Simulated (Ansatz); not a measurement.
# Aluminium, fcc under PBEsol: ground state and equation of state

What does PBEsol give for aluminium in the fcc structure? We relax it, solve it on a dense k-mesh, switch on spin-orbit coupling, then scale the cell to 7 volumes from 88 to 112 % of the relaxed one and try a fit of the equation of state. The k-meshes are 13×13×13 for the relaxation; 22×22×22 for the dense run; 13×13×13 for spin-orbit coupling; 22×22×22 for the volumes. It starts from a deposited cell (COD).

Method: DFT PBEsol, plane waves (420 eV) with PAW, scalar-relativistic; PBE-made PAW files, in Ansatz 0.2.0.

### 1 The structure to begin with

Symmetry: Fm-3m, No. 225, cubic system. Conventional cell: a = 4.050 Å, b = 4.050 Å, c = 4.050 Å, α = 90.00°, β = 90.00°, γ = 90.00°. Al (site symmetry m-3m) has 12 Al at 2.86 Å as nearest neighbours.

As a file:

```cif
data_structure
_symmetry_space_group_name_H-M 'Fm-3m'
_symmetry_Int_Tables_number 225
_cell_length_a 4.0496
_cell_length_b 4.0496
_cell_length_c 4.0496
_cell_angle_alpha 90.000
_cell_angle_beta 90.000
_cell_angle_gamma 90.000
_cell_volume 66.41
loop_
_atom_site_label
_atom_site_type_symbol
_atom_site_symmetry_multiplicity
_atom_site_Wyckoff_symbol
_atom_site_fract_x
_atom_site_fract_y
_atom_site_fract_z
_atom_site_occupancy
Al1 Al 4 a 0.00000 0.00000 0.00000 1
```

### 2 Geometry optimisation

input.yaml

```yaml
crystal:
  lattice:
    - [0.0, 2.02479, 2.02479]
    - [2.02479, 0.0, 2.02479]
    - [2.02479, 2.02479, 0.0]
  atoms:
    - { symbol: Al, position: [0.0, 0.0, 0.0] }
hamiltonian:
  xc: pbesol
  pseudopotentials:
    kind: paw
    azcp:
      Al: "pseudopotentials/Al.paw.azcp"
basis:
  ecutwfc: 420
  fft_grid_basis: typed
kpoints:
  mp_grid: { grid: [13, 13, 13], shift: [0, 0, 0] }
magnetization:
  spin_polarized: false
scf:
  occupations: { method: fermi_dirac, width: 0.1 }
relax:
  max_steps: 60
  f_tol: 0.01
  cell: {}
```

What it wrote:

```text
Warning: <dir> the record states the generating functional pbe (its physics header spells it `PBE`), which answers neither for hamiltonian.xc's functional nor for the pbesol family's — results may be inconsistent (PPs are generated against a specific XC)
Warning: RAYON_NUM_THREADS=4 ignored (pool sized by the plan → 4); use --threads N
Engine: ansatz 0.2.0, x86_64-unknown-linux-gnu
Pseudopotentials: kind: paw
Pseudopotential: Al, paw, valence charge 3, recommended cutoff 420 eV (normal), <dir>
Functional definition: PBEsol
  exchange = pbesol_x
  correlation = pbesol_c
Crystal: 1 atoms, lattice volume = 16.602 Å³
Basis set: ecut = 420 eV, 331 PW (Γ), exchange–correlation on 40×40×40 points (8 copies of the dense FFT grid, shifted against one another)
Bands: 6, of which v1, the nominal top of the filled ones, is band 2 counted from 1 (1 counted from 0)
Symmetry: 48 space group operations
Space group: Fm-3m (ITA 225), of the structure as read, at distance tolerance 2.6e-5 Å
k-points: 84 of 2197
Non-local potential: Al, projectors of the file, l = 0: 2, l = 1: 2, l = 2: 1
PAW form: soft (Blöchl's): semilocal exchange-correlation on the pseudo side does not see the compensation charge
PAW frozen core: Al, regenerated for the run's functional, and the local potential with it (the file was generated under x = pbe(κ = 0.804, μ = 0.2195149727645171), c = pbe(β = 0.06672455060314922))
PAW one-centre angular grid: Al, 110 points (default); XC on 64 Gauss nodes
Initial density: superposition of atomic densities (neutral atoms: chi_scale 0, normalization atom), corrected by the library's trained network
Initial wavefunctions: pseudopotential atomic-orbital guess
Functional: x = pbesol(κ = 0.804, μ = 0.12345679012345678), c = pbesol(β = 0.046)
SCF iter   1: F=—  HF=-524.548995 eV  |F-HF|=—  |Δ(HF+E_count)|=         —  Δρ=5.99e-4  dr2=1.71e-5  ethr=1.77e-3  ⟨swp⟩=4.8  Hψ=4301  notcnv=0
preconditioner: auto → none  [metal: Δε(μ)=0.021 eV  Ē_g=13.122 eV  σ=0.100 eV  W_gap=0.05  n_scr=0 (ndim 8)  ℏωp=15.8 eV  f_vac=0.000  D(μ)=0.44/eV (n_scr^D=0)]
SCF iter   2: F=—  HF=-524.549028 eV  |F-HF|=—  |Δ(HF+E_count)|=   3.26e-5  Δρ=3.05e-4  dr2=4.43e-6  ethr=5.69e-7  ⟨swp⟩=2.0  Hψ=1279  notcnv=0
iter 3 did not close the SCF: its close was put off for the readings that it lacked (scf_convergence_deferred on its scf_iter line)
SCF iter   3: F=-524.549035 eV  HF=-524.549035 eV  |F-HF|=1.52e-8  |Δ(HF+E_count)|=   7.38e-6  Δρ=1.44e-5  dr2=3.83e-8  ethr=1.48e-7  ⟨swp⟩=1.4  Hψ=526  notcnv=0
iter 4 did not close the SCF: its close was put off for the readings that it lacked (scf_convergence_deferred on its scf_iter line)
SCF iter   4: F=-524.549035 eV  HF=-524.549035 eV  |F-HF|=2.26e-9  |Δ(HF+E_count)|=   1.16e-8  Δρ=5.54e-6  dr2=5.59e-9  ethr=1.28e-9  ⟨swp⟩=1.1  Hψ=486  notcnv=0
iter 5 did not close the SCF: its close was put off for the readings that it lacked (scf_convergence_deferred on its scf_iter line)
SCF iter   5: F=-524.549035 eV  HF=-524.549035 eV  |F-HF|=3.41e-12  |Δ(HF+E_count)|=   2.07e-9  Δρ=2.56e-7  dr2=1.13e-11  ethr=1.86e-10  ⟨swp⟩=1.0  Hψ=482  notcnv=0
SCF iter   6: F=-524.549035 eV  HF=-524.549035 eV  |F-HF|=2.27e-13  |Δ(HF+E_count)|=  3.87e-12  Δρ=4.86e-8  dr2=4.06e-13  ethr=1.00e-12  ⟨swp⟩=1.0  Hψ=1270  notcnv=0
SCF 1 converged in 6 iterations: F = -524.549035 eV  dr2 = 4.06e-13
relax step   1: F+E_penalty+E_count = -524.54903535 eV  Δ(F+E_penalty+E_count) = +0.000e0 eV  max|allowed force component| = 0.000e0 eV/Å  Δτ_max = 0.0000 Å  P = -2.048 GPa  Ω = 16.602 Å³  (6 SCF iters, dr2 threshold 1.00e-7 eV, accepted)
Crystal: 1 atoms, lattice volume = 16.103 Å³
Initial density: handed on by an earlier stage of this run
Initial wavefunctions: those handed on with the density
iter 1 solved again at ethr=3.17e-6 eV; its pass at ethr=3.10e-3 eV (dr2=9.52e-5 eV) is discarded
SCF iter   1: F=—  HF=-524.552081 eV  |F-HF|=—  |Δ(HF+E_count)|=         —  Δρ=8.14e-4  dr2=1.04e-4  ethr=3.17e-6  ⟨swp⟩=2.3  Hψ=5094  notcnv=0
preconditioner: auto → none  [metal: Δε(μ)=0.091 eV  Ē_g=13.380 eV  σ=0.100 eV  W_gap=0.22  n_scr=0 (ndim 8)  ℏωp=16.0 eV  f_vac=0.000  D(μ)=0.43/eV (n_scr^D=0)]
SCF iter   2: F=—  HF=-524.551980 eV  |F-HF|=—  |Δ(HF+E_count)|=   1.02e-4  Δρ=3.92e-4  dr2=2.40e-5  ethr=3.17e-6  ⟨swp⟩=1.0  Hψ=504  notcnv=0
SCF iter   3: F=-524.551963 eV  HF=-524.551963 eV  |F-HF|=2.03e-9  |Δ(HF+E_count)|=   1.67e-5  Δρ=5.23e-6  dr2=2.68e-9  ethr=3.33e-9  ⟨swp⟩=3.0  Hψ=1517  notcnv=0
SCF 2 converged in 3 iterations: F = -524.551963 eV  dr2 = 2.68e-9
relax step   2: F+E_penalty+E_count = -524.55196315 eV  Δ(F+E_penalty+E_count) = -2.928e-3 eV  max|allowed force component| = 0.000e0 eV/Å  Δτ_max = 0.0000 Å  P = +0.367 GPa  Ω = 16.103 Å³  energy of the carried Pulay correction = +2.019e-4 eV  (3 SCF iters, dr2 threshold 1.00e-7 eV, accepted)
Crystal: 1 atoms, lattice volume = 16.177 Å³
iter 1 solved again at ethr=7.73e-8 eV; its pass at ethr=3.10e-3 eV (dr2=2.32e-6 eV) is discarded
SCF iter   1: F=—  HF=-524.552001 eV  |F-HF|=—  |Δ(HF+E_count)|=         —  Δρ=1.26e-4  dr2=2.55e-6  ethr=7.73e-8  ⟨swp⟩=2.6  Hψ=4814  notcnv=0
preconditioner: auto → none  [metal: Δε(μ)=0.086 eV  Ē_g=13.340 eV  σ=0.100 eV  W_gap=0.21  n_scr=0 (ndim 8)  ℏωp=16.0 eV  f_vac=0.000  D(μ)=0.43/eV (n_scr^D=0)]
SCF iter   2: F=—  HF=-524.552014 eV  |F-HF|=—  |Δ(HF+E_count)|=   1.25e-5  Δρ=6.04e-5  dr2=5.80e-7  ethr=7.73e-8  ⟨swp⟩=1.0  Hψ=504  notcnv=0
SCF iter   3: F=-524.552013 eV  HF=-524.552013 eV  |F-HF|=5.08e-11  |Δ(HF+E_count)|=   7.37e-7  Δρ=7.51e-7  dr2=4.64e-11  ethr=3.33e-9  ⟨swp⟩=2.2  Hψ=1411  notcnv=0
SCF 3 converged in 3 iterations: F = -524.552013 eV  dr2 = 4.64e-11
relax step   3: F+E_penalty+E_count = -524.55201299 eV  Δ(F+E_penalty+E_count) = -4.984e-5 eV  max|allowed force component| = 0.000e0 eV/Å  Δτ_max = 0.0000 Å  P = -0.017 GPa  Ω = 16.177 Å³  energy of the carried Pulay correction = +1.716e-4 eV  (3 SCF iters, dr2 threshold 1.00e-7 eV, accepted)
Initial wavefunctions: pseudopotential atomic-orbital guess (no wavefunctions were taken with the density)
iter 1 solved again at ethr=2.40e-9 eV; its pass at ethr=3.10e-3 eV (dr2=7.21e-8 eV) is discarded
SCF iter   1: F=—  HF=-524.551849 eV  |F-HF|=—  |Δ(HF+E_count)|=         —  Δρ=1.86e-5  dr2=5.21e-9  ethr=2.40e-9  ⟨swp⟩=3.3  Hψ=5941  notcnv=0
SCF iter   2: F=—  HF=-524.551864 eV  |F-HF|=—  |Δ(HF+E_count)|=   1.50e-5  Δρ=9.33e-6  dr2=1.29e-9  ethr=1.74e-10  ⟨swp⟩=2.0  Hψ=629  notcnv=0
SCF iter   3: F=-524.551864 eV  HF=-524.551864 eV  |F-HF|=2.39e-12  |Δ(HF+E_count)|=   3.82e-9  Δρ=2.50e-7  dr2=6.96e-12  ethr=1.00e-12  ⟨swp⟩=3.1  Hψ=1653  notcnv=0
SCF 4 converged in 3 iterations: F = -524.551864 eV  dr2 = 6.96e-12
relax step   4: F+E_penalty+E_count = -524.55186412 eV  Δ(F+E_penalty+E_count) = +1.489e-4 eV  max|allowed force component| = 0.000e0 eV/Å  Δτ_max = 0.0000 Å  P = -0.034 GPa  Ω = 16.177 Å³  stress off target by 3.43e-2 GPa  SCF on the basis re-selected at this cell (its energy is not comparable with the rows above)  (3 SCF iters)
basis re-selected at this cell: Δ(F+E_penalty+E_count) = +1.489e-4 eV, ΔP = -0.017 GPa vs the last step (what re-selecting the basis moved, of the pressure what is left beyond the Pulay correction that the steps carried, after the strain that the cell walked since its last selection, with what the two solves' SCF thresholds leave and, on support functions, any second-order correction that the steps lacked; it is no measure of the basis error at this ecutwfc). This SCF's stress stands 3.43e-2 GPa from its target on what of the cell is left free (relax.cell.stress_tol is 5.00e-2 GPa) and its largest allowed force component is 0.00e0 eV/Å (relax.f_tol is 1.00e-2 eV/Å): within both
SCF converged after 3 iterations
Free energy (F): -524.551864 eV
Harris-Foulkes:  -524.551864 eV  (|F-HF|=2.39e-12)
Internal energy: -524.537742 eV  (E = F + TS)
E sigma→0 (E₀):  -524.544803 eV
Entropy (-TS):   -0.014122 eV (-14.122 meV/atom)
Fermi energy:    8.026435 eV
--- Per-component energies (eV) ---
  E_band       = 10.860210
  E_kinetic    = 23.142583
  E_local      = 10.073273  (includes V_loc(G=0)·N_el)
  E_nonlocal   = 10.383059
  E_hartree    = 0.108019
  E_xc         = -39.525107
  E_vxc        = -29.315969  (∫ρ·V_xc dr)
  E_paw        = -454.738107  (= ΣΔE_a)
  E_vpaw       = -3.638771  (= ΣTr[D̂ρ^β])
  E_aug_tail   = -0.000003  (compensation charges beyond the density's cutoff)
  E_ewald      = -74.000599
  E_core_change = 0.019139  (= ΣΔE_core)
  E_smearing   = -0.014122  (= −TS)
  E_closure    = 0.000000  (closes the sum)
  Σ components = -524.551864   (vs F -524.551864, Δ=0.00e0)
--- Forces (eV/Å), atoms counted from 1 ---
  atom   1  Al    -0.00000000    -0.00000000    -0.00000000
  max |Σ_I F_I| component: 6.16e-33 eV/Å
--- Stress (GPa, compression-positive) ---
       -0.034259       0.000000       0.000000
        0.000000      -0.034259       0.000000
        0.000000       0.000000      -0.034259
  P = ⅓ Tr σ = -0.0343 GPa (-0.343 kbar)
--- Relaxed structure (3 steps of the walk, 3 accepted, 1 SCFs on fresh bases) ---
  F+E_penalty+E_count = -524.55186412 eV   max|allowed force component| = 0.000e0 eV/Å   (the final SCF, on the basis selected at the relaxed cell)
  cell:  # Å, volume = 16.1773 Å³
    - [9.076131433595269e-35, 2.007360426631077, 2.007360426631077]
    - [2.007360426631077, -7.643058049343385e-34, 2.007360426631077]
    - [2.007360426631077, 2.007360426631077, -9.792668125721212e-34]
  atoms:
    - { symbol: Al, position: [0.0, 0.0, 0.0] }
```

Run time: 0.58 s. Hardware: 4 threads of an x86-64 CPU, shared host; peak memory 0.4 GiB.

Step by step:

```csv
step,energy change (meV/atom),largest force (eV/Å),pressure (GPa),volume (Å³/atom)
1,0.00,0.0000,-2.05,16.602
2,-2.93,0.0000,0.37,16.103
3,-2.98,0.0000,-0.02,16.177
4,-2.83,0.0000,-0.03,16.177
```

Steps that repeat a cell are solved on a basis chosen anew, so their changes of energy are no gain of the relaxation.

The cell of the run, before and after:

|  | before | after | change |
| --- | --- | --- | --- |
| a (Å) | 2.863 | 2.839 | -0.9 % |
| b (Å) | 2.863 | 2.839 | -0.9 % |
| c (Å) | 2.863 | 2.839 | -0.9 % |
| volume (Å³/atom) | 16.602 | 16.177 | -2.6 % |
| shortest distance (Å) | 2.863 | 2.839 | -0.9 % |
| space group (spins left aside) | Fm-3m | Fm-3m | same |

### 3 Single point on a dense mesh

input.yaml

```yaml
crystal:
  lattice:
    - [0.0, 2.0073604266, 2.0073604266]
    - [2.0073604266, 0.0, 2.0073604266]
    - [2.0073604266, 2.0073604266, 0.0]
  atoms:
    - { symbol: Al, position: [0.0, 0.0, 0.0] }
hamiltonian:
  xc: pbesol
  pseudopotentials:
    kind: paw
    azcp:
      Al: "pseudopotentials/Al.paw.azcp"
basis:
  ecutwfc: 420
  fft_grid_basis: typed
kpoints:
  mp_grid: { grid: [22, 22, 22], shift: [0, 0, 0] }
magnetization:
  spin_polarized: false
scf:
  occupations: { method: fermi_dirac, width: 0.1 }
```

What it wrote (excerpt; [...] marks lines left out):

```text
Warning: <dir> the record states the generating functional pbe (its physics header spells it `PBE`), which answers neither for hamiltonian.xc's functional nor for the pbesol family's — results may be inconsistent (PPs are generated against a specific XC)
Warning: RAYON_NUM_THREADS=4 ignored (pool sized by the plan → 4); use --threads N
[...]
[... 3 set-up lines as earlier in the session ...]
[...]
Crystal: 1 atoms, lattice volume = 16.177 Å³
Basis set: ecut = 420 eV, 331 PW (Γ)
Bands: 6, of which v1, the nominal top of the filled ones, is band 2 counted from 1 (1 counted from 0)
[... 1 set-up line as earlier in the session ...]
Space group: Fm-3m (ITA 225), of the structure as read, at distance tolerance 2.5e-5 Å
k-points: 328 of 10648
[...]
SCF iter   1: F=—  HF=-524.555853 eV  |F-HF|=—  |Δ(HF+E_count)|=         —  Δρ=7.11e-4  dr2=3.52e-5  ethr=1.77e-3  ⟨swp⟩=4.8  Hψ=16789  notcnv=0
[...]
SCF iter   6: F=-524.555865 eV  HF=-524.555865 eV  |F-HF|=2.96e-12  |Δ(HF+E_count)|=  1.84e-11  Δρ=2.01e-7  dr2=7.09e-12  ethr=1.71e-12  ⟨swp⟩=1.0  Hψ=4961  notcnv=0
[...]
SCF converged after 6 iterations
Free energy (F): -524.555865 eV
[...]
E sigma→0 (E₀):  -524.549649 eV
Entropy (-TS):   -0.012433 eV (-12.433 meV/atom)
Fermi energy:    8.073396 eV
[...]
```

Run time: 0.42 s. Hardware: 4 threads of an x86-64 CPU, shared host; peak memory 0.41 GiB.

### 4 Spin-orbit coupling switched on

Edit input.yaml of step 3 so:

```diff
@@ -10,3 +10,3 @@
   pseudopotentials:
-    kind: paw
+    kind: paw_fr
     azcp:
@@ -17,5 +17,6 @@
 kpoints:
-  mp_grid: { grid: [22, 22, 22], shift: [0, 0, 0] }
+  mp_grid: { grid: [13, 13, 13], shift: [0, 0, 0] }
 magnetization:
-  spin_polarized: false
+  noncollinear: true
+  spin_orbit: true
 scf:
```

What it wrote (excerpt; [...] marks lines left out):

```text
Warning: <dir> the record states the generating functional pbe (its physics header spells it `PBE`), which answers neither for hamiltonian.xc's functional nor for the pbesol family's — results may be inconsistent (PPs are generated against a specific XC)
Warning: RAYON_NUM_THREADS=4 ignored (pool sized by the plan → 4); use --threads N
[...]
Pseudopotentials: kind: paw_fr
Pseudopotential: Al, paw_fr, valence charge 3, recommended cutoff 420 eV (normal), <dir>
[... 1 set-up line as earlier in the session ...]
[...]
non-collinear run that drives no moment, with spin-orbit: no starting moment large enough to seed its density (crystal.atoms[].spin), no starting occupations that ask for one, no magnetisation constraint and no magnetic field, so the semilocal B_xc is pinned to zero
Crystal: 1 atoms, lattice volume = 16.177 Å³
Basis set: ecut = 420 eV, 331 PW (Γ)
Bands: 12, of which v1, the nominal top of the filled ones, is band 3 counted from 1 (2 counted from 0)
Symmetry: 48 space group operations + 48 with time reversal
Magnetic group: BNS 225.117 (UNI 1619), of the structure as read, at distance tolerance 2.5e-5 Å
k-points: 84 of 2197
Projection manifold: j_resolved (fully-relativistic pseudo-atomic orbitals)
[...]
SCF iter   1: F=—  HF=-524.599866 eV  |F-HF|=—  |Δ(HF+E_count)|=         —  Δρ=2.35e-2  dr2=9.41e-2  dr2_m=0.00e0 (ungated)  ethr=3.10e-3  |M|=0.00e0 ∫|m|=0.00e0 μB  |m|>n=0.0e0 m-floor=0.0e0 τ_xc=0.0e0  β_m=0.30  ⟨swp⟩=5.9  Hψ=4942  notcnv=0  defer=12
[...]
SCF iter   5: F=-524.553042 eV  HF=-524.553042 eV  |F-HF|=1.94e-10  |Δ(HF+E_count)|=   4.60e-7  Δρ=2.34e-6  dr2=7.19e-10  dr2_m=0.00e0 (ungated)  ethr=3.33e-9  |M|=0.00e0 ∫|m|=0.00e0 μB  |m|>n=0.0e0 m-floor=0.0e0 τ_xc=0.0e0  ⟨swp⟩=2.0  Hψ=790  notcnv=0
[...]
SCF converged after 5 iterations
Magnetization: |M| = 0.0000 μB,  M = (+0.0000, +0.0000, +0.0000) μB
Absolute magnetization: 0.0000 μB (∫|m|)
  site 0: m = (+0.0000, +0.0000, +0.0000) μB, |m| = 0.0000 μB  (R = 1.17 Å)
Free energy (F): -524.553042 eV
[...]
E sigma→0 (E₀):  -524.545981 eV
Entropy (-TS):   -0.014122 eV (-14.122 meV/atom)
Fermi energy:    8.026433 eV
[...]
```

Run time: 0.37 s. Hardware: 4 threads of an x86-64 CPU, shared host; peak memory 0.36 GiB.

Side by side:

```csv
,scalar-relativistic,with spin-orbit coupling
k-mesh,22×22×22,13×13×13
gap on the mesh,none (levels filled in part),none (levels filled in part)
```

The meshes differ, so small differences between the columns need not come from spin-orbit coupling.

### 5 The cell scaled to 88 % of its volume

input.yaml

```yaml
crystal:
  lattice:
    - [0.0, 1.9236213217, 1.9236213217]
    - [1.9236213217, 0.0, 1.9236213217]
    - [1.9236213217, 1.9236213217, 0.0]
  atoms:
    - { symbol: Al, position: [0.0, 0.0, 0.0] }
hamiltonian:
  xc: pbesol
  pseudopotentials:
    kind: paw
    azcp:
      Al: "pseudopotentials/Al.paw.azcp"
basis:
  ecutwfc: 420
  fft_grid_basis: typed
kpoints:
  mp_grid: { grid: [22, 22, 22], shift: [0, 0, 0] }
magnetization:
  spin_polarized: false
scf:
  occupations: { method: fermi_dirac, width: 0.1 }
output:
  stress: true
```

What it wrote (excerpt; [...] marks lines left out):

```text
Warning: <dir> the record states the generating functional pbe (its physics header spells it `PBE`), which answers neither for hamiltonian.xc's functional nor for the pbesol family's — results may be inconsistent (PPs are generated against a specific XC)
Warning: RAYON_NUM_THREADS=4 ignored (pool sized by the plan → 4); use --threads N
[...]
[... 3 set-up lines as earlier in the session ...]
[...]
Crystal: 1 atoms, lattice volume = 14.236 Å³
Basis set: ecut = 420 eV, 283 PW (Γ)
Bands: 6, of which v1, the nominal top of the filled ones, is band 2 counted from 1 (1 counted from 0)
[... 1 set-up line as earlier in the session ...]
Space group: Fm-3m (ITA 225), of the structure as read, at distance tolerance 2.4e-5 Å
k-points: 328 of 10648
[...]
SCF iter   1: F=—  HF=-524.479800 eV  |F-HF|=—  |Δ(HF+E_count)|=         —  Δρ=1.27e-3  dr2=1.72e-4  ethr=1.77e-3  ⟨swp⟩=4.9  Hψ=17125  notcnv=0
[...]
SCF iter   6: F=-524.479740 eV  HF=-524.479740 eV  |F-HF|=0.00e0  |Δ(HF+E_count)|=  4.55e-13  Δρ=1.16e-8  dr2=1.12e-14  ethr=1.00e-12  ⟨swp⟩=1.0  Hψ=4744  notcnv=0
[...]
SCF converged after 6 iterations
Free energy (F): -524.479740 eV
[...]
E sigma→0 (E₀):  -524.474234 eV
Entropy (-TS):   -0.011011 eV (-11.011 meV/atom)
Fermi energy:    9.488901 eV
[...]
--- Stress (GPa, compression-positive) ---
       14.039703       0.000000       0.000000
       -0.000000      14.039703       0.000000
        0.000000       0.000000      14.039703
  P = ⅓ Tr σ = 14.0397 GPa (140.397 kbar)
```

Wall time 0.38 s (4 threads of an x86-64 CPU, shared host); peak memory 0.41 GiB.

### 6 The cell scaled to 92 % of its volume

Edit input.yaml of step 5 so:

```diff
@@ -2,5 +2,5 @@
   lattice:
-    - [0.0, 1.9236213217, 1.9236213217]
-    - [1.9236213217, 0.0, 1.9236213217]
-    - [1.9236213217, 1.9236213217, 0.0]
+    - [0.0, 1.9523363211, 1.9523363211]
+    - [1.9523363211, 0.0, 1.9523363211]
+    - [1.9523363211, 1.9523363211, 0.0]
   atoms:
```

What it wrote (excerpt; [...] marks lines left out):

```text
Warning: <dir> the record states the generating functional pbe (its physics header spells it `PBE`), which answers neither for hamiltonian.xc's functional nor for the pbesol family's — results may be inconsistent (PPs are generated against a specific XC)
Warning: RAYON_NUM_THREADS=4 ignored (pool sized by the plan → 4); use --threads N
[...]
[... 3 set-up lines as earlier in the session ...]
[...]
Crystal: 1 atoms, lattice volume = 14.883 Å³
Basis set: ecut = 420 eV, 283 PW (Γ)
Bands: 6, of which v1, the nominal top of the filled ones, is band 2 counted from 1 (1 counted from 0)
[... 2 set-up lines as earlier in the session ...]
k-points: 328 of 10648
[...]
SCF iter   1: F=—  HF=-524.524495 eV  |F-HF|=—  |Δ(HF+E_count)|=         —  Δρ=1.01e-3  dr2=1.01e-4  ethr=1.77e-3  ⟨swp⟩=4.9  Hψ=16999  notcnv=0
[...]
SCF iter   6: F=-524.524471 eV  HF=-524.524471 eV  |F-HF|=0.00e0  |Δ(HF+E_count)|=  9.09e-13  Δρ=1.17e-8  dr2=1.03e-14  ethr=1.00e-12  ⟨swp⟩=1.0  Hψ=4745  notcnv=0
[...]
SCF converged after 6 iterations
Free energy (F): -524.524471 eV
[...]
E sigma→0 (E₀):  -524.518655 eV
Entropy (-TS):   -0.011632 eV (-11.632 meV/atom)
Fermi energy:    8.983383 eV
[...]
--- Stress (GPa, compression-positive) ---
        8.319352       0.000000       0.000000
       -0.000000       8.319352       0.000000
        0.000000      -0.000000       8.319352
  P = ⅓ Tr σ = 8.3194 GPa (83.194 kbar)
```

Wall time 0.4 s (4 threads of an x86-64 CPU, shared host); peak memory 0.42 GiB.

[end of part 1 of 2]
